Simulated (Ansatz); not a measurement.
# HgSe (F-43m) in Ansatz: further runs

Runs on HgSe. Level: PBEsol. Tasks: relaxation of cell and atoms.

Program: Ansatz 0.2.0. These are calculated values, not measurements. Logs are shortened: lines on timing, memory, paths and dates and some standing lists are left out, and cuts for length are marked.

### Step 1. Starting point

Symmetry: F-43m, No. 216, cubic system. The conventional cell has a = 6.078 Å, b = 6.078 Å, c = 6.078 Å, α = 90.00°, β = 90.00°, γ = 90.00°. Hg (site symmetry -43m) is surrounded by 4 Se at 2.63 Å. Se (site symmetry -43m) has 4 Hg at 2.63 Å as nearest neighbours.

### Step 2. Relaxation of cell and atoms, PBEsol

Input file input.yaml:

```yaml
crystal:
  lattice:
    - [0.0, 3.039, 3.039]
    - [3.039, 0.0, 3.039]
    - [3.039, 3.039, 0.0]
  atoms:
    - { symbol: Hg, position: [0.0, 0.0, 0.0] }
    - { symbol: Se, position: [0.75, 0.75, 0.75] }
kpoints:
  mp_grid: { grid: [8, 8, 8] }
scf:
  occupations: { method: fermi_dirac, width: 0.05 }
hamiltonian:
  xc: pbesol
  pseudopotentials: { kind: all_electron, lapw: { basis_error: 0.001 } }
output:
  forces: true
  stress: true
relax:
  f_tol: 0.01
  max_steps: 60
  cell: {}
```

Potentials or basis: all-electron LAPW, scalar-relativistic.

On the command line:

```bash
$ ansatz run input.yaml --threads 1 --pin off --max-ram 3072MiB --backend cpu --events-out ev --progress --plain --runs-dir out
```

What it wrote:

```text
Warning: RAYON_NUM_THREADS=1 ignored (pool sized by the plan → 1); use --threads N
The last accepted step is kept in <dir> (removed where the run ends without a failure and the disk answers)
LAPW: plane waves up to 8.874 Å⁻¹, error target 1.0e-3 eV per atom; small_component_spin mean_spin; Se in spheres of 1.223 Å, 24 of its electrons in bands, Dirac shells []; Hg in spheres of 1.330 Å, 44 of its electrons in bands, Dirac shells [] (how accurate: hamiltonian.pseudopotentials.lapw.basis_error, Limitations)
Engine: ansatz 0.2.0, aarch64-unknown-linux-gnu
Pseudopotentials: kind: all_electron
Pseudopotential: Hg, LAPW, valence charge 44, lapw/all_electron/scalar/gaussian/Hg, Koelling and Harmon's equation, gaussian nucleus
Pseudopotential: Se, LAPW, valence charge 24, lapw/all_electron/scalar/gaussian/Se, Koelling and Harmon's equation, gaussian nucleus
Functional definition: PBEsol
  exchange = pbesol_x
  correlation = pbesol_c
Crystal: 2 atoms, lattice volume = 56.133 Å³
Basis set: ecut = 300.02039801222526 eV, 645 PW (Γ), exchange–correlation at level 2
Bands: 41, of which v1, the nominal top of the filled ones, is band 34 counted from 1 (33 counted from 0)
Symmetry: 24 space group operations
Space group: F-43m (ITA 216), of the structure as read, at distance tolerance 3.8e-5 Å
k-points: 29 of 512 (time reversal used)
Non-local potential: Hg, projectors of the file, none
Non-local potential: Se, projectors of the file, none
Initial density: superposition of atomic densities (chi_scale 0.1, normalization cell, long waves kept (reshape's long-wave potential 0.00 eV rms))
Initial wavefunctions: plane waves of lowest kinetic energy (no species holds an atomic orbital)
Functional: x = pbesol(κ = 0.804, μ = 0.12345679012345678), c = pbesol(β = 0.046)
iter 1 solved again at ethr=1.06e-3 eV; its pass at ethr=1.00e-1 eV (dr2=7.24e-1 eV) is discarded
SCF iter   1: F=—  HF=-599765.952158 eV  |F-HF|=—  |Δ(HF+E_count)|=         —  Δρ=2.58e-2  dr2=7.25e-1  ethr=1.06e-3  ⟨swp⟩=2.0  Hψ=7338  notcnv=0
preconditioner: auto → none  [insulator: Δε(μ)=0.645 eV  Ē_g=13.249 eV  σ=0.050 eV  W_gap=0.76  n_scr=14 (ndim 8)  ℏωp=21.0 eV  f_vac=0.332  D(μ)=0.06/eV (n_scr^D=0)  ε∞_Penn≈3.5]
iter 2 solved again at ethr=4.63e-5 eV; its pass at ethr=1.06e-3 eV (dr2=3.15e-2 eV) is discarded
SCF iter   2: F=—  HF=-599765.692051 eV  |F-HF|=—  |Δ(HF+E_count)|=   2.60e-1  Δρ=7.36e-3  dr2=3.15e-2  ethr=4.63e-5  ⟨swp⟩=2.0  Hψ=6142  notcnv=0
SCF iter   3: F=—  HF=-599765.644439 eV  |F-HF|=—  |Δ(HF+E_count)|=   4.76e-2  Δρ=4.23e-3  dr2=8.51e-3  ethr=4.63e-5  ⟨swp⟩=2.1  Hψ=3653  notcnv=0
SCF iter   4: F=—  HF=-599765.642724 eV  |F-HF|=—  |Δ(HF+E_count)|=         —  Δρ=1.10e-3  dr2=4.94e-4  ethr=1.25e-5  ⟨swp⟩=2.0  Hψ=3447  notcnv=0
the basis was enlarged: its passes take 45.6 KiB over the memory plan, 1 of 1 planned eigensolver slots
[... 21 lines left out ...]
SCF iter   1: F=—  HF=-599765.649793 eV  |F-HF|=—  |Δ(HF+E_count)|=         —  Δρ=4.82e-5  dr2=2.38e-6  ethr=3.57e-9  ⟨swp⟩=5.2  Hψ=6454  notcnv=0
preconditioner: auto → none  [insulator: Δε(μ)=0.557 eV  Ē_g=13.502 eV  σ=0.050 eV  W_gap=0.76  n_scr=14 (ndim 8)  ℏωp=20.7 eV  f_vac=0.341  D(μ)=0.06/eV (n_scr^D=0)  ε∞_Penn≈3.4]
SCF iter   2: F=—  HF=-599765.649793 eV  |F-HF|=—  |Δ(HF+E_count)|=   4.97e-7  Δρ=2.14e-5  dr2=3.76e-7  ethr=3.50e-9  ⟨swp⟩=2.0  Hψ=3452  notcnv=0
iter 3 solved again at ethr=5.12e-11 eV; its pass at ethr=5.53e-10 eV (dr2=3.48e-8 eV) is discarded
SCF iter   3: F=—  HF=-599765.649793 eV  |F-HF|=—  |Δ(HF+E_count)|=   1.79e-8  Δρ=5.72e-6  dr2=3.48e-8  ethr=5.12e-11  ⟨swp⟩=2.0  Hψ=5900  notcnv=0
SCF iter   4: F=-599765.649793 eV  HF=-599765.649793 eV  |F-HF|=9.31e-10  |Δ(HF+E_count)|=   2.24e-8  Δρ=2.04e-6  dr2=2.55e-9  ethr=5.12e-11  ⟨swp⟩=2.1  Hψ=3454  notcnv=0
SCF 3 converged in 4 iterations: F = -599765.649793 eV  dr2 = 2.55e-9
relax step   3: F+E_penalty+E_count = -599765.64979254 eV  Δ(F+E_penalty+E_count) = -7.486e-4 eV  max|allowed force component| = 1.249e-16 eV/Å  Δτ_max = 0.0000 Å  P = -0.025 GPa  Ω = 57.722 Å³  (4 SCF iters, accepted)
iter 1 solved again at ethr=3.76e-12 eV; its pass at ethr=1.00e-1 eV (dr2=2.56e-9 eV) is discarded
SCF iter   1: F=—  HF=-599765.649793 eV  |F-HF|=—  |Δ(HF+E_count)|=         —  Δρ=2.05e-6  dr2=2.56e-9  ethr=7.88e-12 (applied; sched 3.76e-12)  ⟨swp⟩=4.3  Hψ=5886  notcnv=0
preconditioner: auto → none  [insulator: Δε(μ)=0.557 eV  Ē_g=13.501 eV  σ=0.050 eV  W_gap=0.76  n_scr=14 (ndim 8)  ℏωp=20.7 eV  f_vac=0.342  D(μ)=0.06/eV (n_scr^D=0)  ε∞_Penn≈3.4]
SCF iter   2: F=-599765.649793 eV  HF=-599765.649793 eV  |F-HF|=0.00e0  |Δ(HF+E_count)|=   7.10e-8  Δρ=8.73e-7  dr2=4.40e-10  ethr=8.92e-12 (applied; sched 3.76e-12)  ⟨swp⟩=2.0  Hψ=3453  notcnv=0
SCF 4 converged in 2 iterations: F = -599765.649793 eV  dr2 = 4.40e-10
relax step   4: F+E_penalty+E_count = -599765.64979329 eV  Δ(F+E_penalty+E_count) = -7.577e-7 eV  max|allowed force component| = 1.527e-16 eV/Å  Δτ_max = 0.0000 Å  P = -0.025 GPa  Ω = 57.722 Å³  stress off target by 2.53e-2 GPa  SCF on the basis re-selected at this cell (its energy is not comparable with the rows above)  (2 SCF iters)
basis re-selected at this cell: Δ(F+E_penalty+E_count) = -7.577e-7 eV, ΔP = +0.000 GPa vs the last step (what re-selecting the basis moved, after the strain that the cell walked since its last selection, with what the two solves' SCF thresholds leave and, on support functions, any second-order correction that the steps lacked; it is no measure of the basis error at this ecutwfc). This SCF's stress stands 2.53e-2 GPa from its target on what of the cell is left free (relax.cell.stress_tol is 5.00e-2 GPa) and its largest allowed force component is 1.53e-16 eV/Å (relax.f_tol is 1.00e-2 eV/Å): within both
SCF converged after 2 iterations
Free energy (F): -599765.649793 eV
Harris-Foulkes:  -599765.649793 eV  (|F-HF|=0.00e0)
Internal energy: -599765.649172 eV  (E = F + TS)
E sigma→0 (E₀):  -599765.649483 eV
Entropy (-TS):   -0.000621 eV (-0.310 meV/atom)
Fermi energy:    9.884655 eV
--- Per-component energies (eV) ---
  E_band       = -6553.374527
  E_kinetic    = 678145.091318
  E_xc         = -12338.736519
  E_electrostatic = -1265572.003971  (all electrons and nuclei)
  E_smearing   = -0.000621  (= −TS)
  E_closure    = 0.000000  (closes the sum)
  E_atoms      = -599760.826423  (free atoms, spherical and without spin; not in F)
  Σ components = -599765.649793   (vs F -599765.649793, Δ=0.00e0)
  Basis errors (estimates in eV, not in F): energy 4.1e-4 per atom: plane waves 3.8e-4 (2.2e-4 summed), levels above the bands 2.3e-88, relativity 8.7e-9, radial functions 3.3e-5, core shells 7.0e-8; eigenvalues (radial functions only) 7.4e-7; not estimated: angular momenta, meshes, grids; target (lapw.basis_error) 1.0e-3; muffin-tin radii Se 1.234 Å, Hg 1.342 Å
--- Forces (eV/Å), atoms counted from 1 ---
  atom   1  Hg     0.00000000    -0.00000000    -0.00000000
  atom   2  Se    -0.00000000     0.00000000     0.00000000
  max |Σ_I F_I| component: 1.85e-17 eV/Å
--- Stress (GPa, compression-positive) ---
       -0.025288      -0.000000      -0.000000
       -0.000000      -0.025288       0.000000
       -0.000000       0.000000      -0.025288
  P = ⅓ Tr σ = -0.0253 GPa (-0.253 kbar)
--- Relaxed structure (3 steps of the walk, 3 accepted, 1 SCFs on fresh bases) ---
  F+E_penalty+E_count = -599765.64979329 eV   max|allowed force component| = 1.527e-16 eV/Å   (the final SCF, on the basis selected at the relaxed cell)
  cell:  # Å, volume = 57.7220 Å³
    - [2.038148813158236e-33, 3.067400928260666, 3.067400928260666]
    - [3.067400928260666, -7.872349790823689e-33, 3.067400928260666]
    - [3.067400928260666, 3.067400928260666, -8.534748155100114e-33]
  atoms:
    - { symbol: Hg, position: [-4.858658409663971e-34, -6.337380534344313e-35, 7.6048566412131725e-34] }
    - { symbol: Se, position: [0.7500000000000002, 0.7500000000000002, 0.7500000000000002] }
```

Run time: 1.7 min. Hardware: 1 thread of Arm Neoverse N1, shared host; peak memory 0.34 GiB.

Results:

```yaml
Free_energy: -599765.6498 eV
Relaxed_volume: 28.86 Å³/atom
Relaxed_cell: a = 4.338 Å, b = 4.338 Å, c = 4.338 Å, α = 60.00°, β = 60.00°, γ = 60.00°
Space_group_after_relaxing_to_0.05_Å: F-43m (No. 216)
Energy_gained_by_relaxing: 3.6 meV/atom
Ionic_steps: 4
Pressure_after_relaxing: 0.0 GPa
```

Step by step:
| step | energy change (eV) | largest force (eV/Å) | volume (Å³) |
| --- | --- | --- | --- |
| 1 | 0.0000 | 0.0000 | 56.13 |
| 2 | -0.0064 | 0.0000 | 58.22 |
| 3 | -0.0072 | 0.0000 | 57.72 |
| 4 | -0.0072 | 0.0000 | 57.72 |

Final structure:
```
Hg Se
1.0
     0.00000    3.06740    3.06740
     3.06740    0.00000    3.06740
     3.06740    3.06740    0.00000
Hg Se
1 1
Direct
  0.00000 0.00000 0.00000
  0.75000 0.75000 0.75000
```

Spin-orbit coupling is left out, which matters for the levels of Hg. Zero-point motion and thermal expansion aren't in these numbers.

### Step 3. Relaxation of cell and atoms, PBEsol, target pressure 5 GPa, at which the enthalpy is minimised

Edit input.yaml of step 2 so:

```diff
@@ -21,2 +21,2 @@
   max_steps: 60
-  cell: {}
+  cell: { p_target: 5 }
```

Potentials or basis: all-electron LAPW, scalar-relativistic.

On the command line:

```bash
$ ansatz run input.yaml --threads 1 --pin off --max-ram 3072MiB --backend cpu --events-out ev --progress --plain --runs-dir out
```

Run time: 2 min. Hardware: 1 thread of Arm Neoverse N1, shared host; peak memory 0.34 GiB.

The run converged. Its results:

| Quantity | Value |
| --- | --- |
| Free energy | -599765.5867 eV |
| Relaxed volume | 26.65 Å³/atom |
| Relaxed cell | a = 4.224 Å, b = 4.224 Å, c = 4.224 Å, α = 60.00°, β = 60.00°, γ = 60.00° |
| Space group after relaxing (to 0.05 Å) | F-43m (No. 216) |
| Energy change on relaxing (the enthalpy is what falls) | +28.0 meV/atom |
| Ionic steps | 5 |
| Pressure after relaxing | 5.0 GPa |

The path:
| step | energy change (eV) | largest force (eV/Å) | volume (Å³) |
| --- | --- | --- | --- |
| 1 | 0.0000 | 0.0000 | 56.13 |
| 2 | 0.1256 | 0.0000 | 51.54 |
| 3 | 0.0511 | 0.0000 | 53.46 |
| 4 | 0.0560 | 0.0000 | 53.30 |
| 5 | 0.0560 | 0.0000 | 53.30 |

Final structure:
```cif
data_structure
_symmetry_space_group_name_H-M 'P 1'
_symmetry_Int_Tables_number 1
_cell_length_a 4.2243
_cell_length_b 4.2243
_cell_length_c 4.2243
_cell_angle_alpha 60.000
_cell_angle_beta 60.000
_cell_angle_gamma 60.000
_cell_volume 53.30
loop_
_atom_site_label
_atom_site_type_symbol
_atom_site_fract_x
_atom_site_fract_y
_atom_site_fract_z
_atom_site_occupancy
Hg1 Hg 0.00000 0.00000 0.00000 1
Se1 Se 0.75000 0.75000 0.75000 1
```
